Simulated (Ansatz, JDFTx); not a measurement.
Given: the input of a run of Ansatz 0.2.0 on Sn. Atoms were shifted at random by some hundredths of an Å from the given cell, which wasn't relaxed again for these runs. 

Contents of input.yaml:

```yaml
crystal:
  lattice:
    - [-2.9401404553, 2.9401404553, 1.5993019889]
    - [2.9401404553, -2.9401404553, 1.5993019889]
    - [2.9401404553, 2.9401404553, -1.5993019889]
  atoms:
    - { symbol: Sn, position: [0.007065, -0.00473, -0.012303] }
    - { symbol: Sn, position: [0.749188, 0.244509, 0.499105] }
hamiltonian:
  xc: pbesol
  pseudopotentials: { kind: paw }
kpoints:
  mp_grid: { grid: [9, 9, 9] }
scf:
  occupations: { method: fermi_dirac, width: 0.05 }
output:
  forces: true
  stress: true
  eigenvalues: true
  write_density: true
  write_potential: true
  elf: true
  volumetric_format: npy
```

Potentials or basis: Ansatz PAW.

Launch:

```bash
$ ansatz run input.yaml --threads 1 --pin off --max-ram 3584MiB --backend cpu --events-out ev --progress --plain --runs-dir out
```

Q: What does the same run look like in JDFTx 1.7.0 (patched build)? Potentials or basis there: PseudoDojo-SR-PBEsol-0.4.1-standard with smoothed tails, cutoff 980 eV.

A: As run (cutoffs and basis follow the program's own potentials, and thresholds, step limits or extra output files can differ):

The input Sn.in:

```
lattice \
   -5.5560602284     5.5560602284     5.5560602284 \
    5.5560602284    -5.5560602284     5.5560602284 \
    3.0222427496     3.0222427496    -3.0222427496
coords-type Lattice
ion Sn     0.0070650000    -0.0047300000    -0.0123030000 1
ion Sn     0.7491880000     0.2445090000     0.4991050000 1

ion-species pseudo/Sn.upf
elec-cutoff 36 288
elec-ex-corr gga-PBEsol
kpoint-folding 9 9 9
elec-smearing Fermi 0.0018374661
elec-n-bands 21
electronic-SCF nIterations 100 energyDiffThreshold 1e-09
electronic-minimize nIterations 30 energyDiffThreshold 1e-7
converge-empty-states yes
forces-output-coords Cartesian

dump-name run.$VAR
dump End Ecomponents EigStats BandEigs Kpoints Forces Stress
```

Potentials or basis: PseudoDojo-SR-PBEsol-0.4.1-standard with smoothed tails.

The run is started by

```console
$ jdftx -c 1 -i Sn.in -o Sn.out
```

Both were run:

|  | Ansatz | JDFTx |
| --- | --- | --- |
| Pressure | -1.4 GPa | -1.3 GPa |
| Largest force | 0.178 eV/Å | 0.180 eV/Å |
| Energy over the undisturbed cell | 2.5 meV/atom | 2.6 meV/atom |

Ansatz's pressure holds a Pulay term of +0.03 GPa for its cutoff of 420 eV, which the other run lacks.

Ansatz's potentials were made for PBE.

Where Ansatz's input types no cutoff or centring, it takes its own default and a Γ-centred mesh.

Pressure is positive in compression.
